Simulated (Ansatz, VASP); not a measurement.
## Si3N4 in VASP and in Ansatz

```
Si N
1.0
     4.13078    0.00000    0.00000
     0.00000    4.13078    0.00000
     0.00000    0.00000    4.13078
Si N
3 4
Direct
  0.00000 0.00000 0.50000
  0.50000 0.00000 0.00000
  0.00000 0.50000 0.00000
  0.23952 0.23952 0.76048
  0.76048 0.76048 0.76048
  0.23952 0.76048 0.23952
  0.76048 0.23952 0.23952
```

The cell was built by a generator and needn't be a form met in nature.

Alike in both runs: task relaxation of cell and atoms; functional BLYP; k mesh 7 × 7 × 7; occupations fermi-dirac, width 0.05 eV; no spin polarisation.

|  | VASP | Ansatz |
| --- | --- | --- |
| version | VASP 6.6.1 | Ansatz 0.2.0 |
| potentials or method | VASP PAW PBE potentials, release 64 (Si, N) | Ansatz PAW |
| plane-wave cutoff (eV) | 600 | 420 |
| valence electrons in the cell | 32 | 32 |

VASP gave:

```
gap on the k mesh at the Fermi level, each at its own relaxed structure (eV) : 3.01
relaxed volume (Å³/atom)                                                     : 10.30
relaxed cell length with the largest relative difference (Å)                 : 4.163
energy change over the relaxation (meV/atom)                                 : -4
```

Problem. What did Ansatz give for the same quantities?

Solution. gap on the k mesh at the Fermi level, each at its own relaxed structure (eV): 3.01; relaxed volume (Å³/atom): 10.28; relaxed cell length with the largest relative difference (Å): 4.160; energy change over the relaxation (meV/atom): -3.

Caveats: the PAW data sets were made with another functional, which shifts forces and pressure a little (VASP); an odd mesh through Γ misses points on the zone boundary, where band edges often lie (VASP); odd divisions of the mesh miss points on the zone boundary, where band edges often lie, so the gap on the mesh can be too wide (Ansatz); the plane-wave basis is chosen anew once the cell has moved, so the energies of steps on either side of that aren't comparable (Ansatz); the pressure holds a Pulay correction of +0.6 GPa for the finite cutoff (Ansatz); the PAW data sets come from PBE, with cores solved anew for the run's functional, which leaves a small shift of forces and pressure (Ansatz).
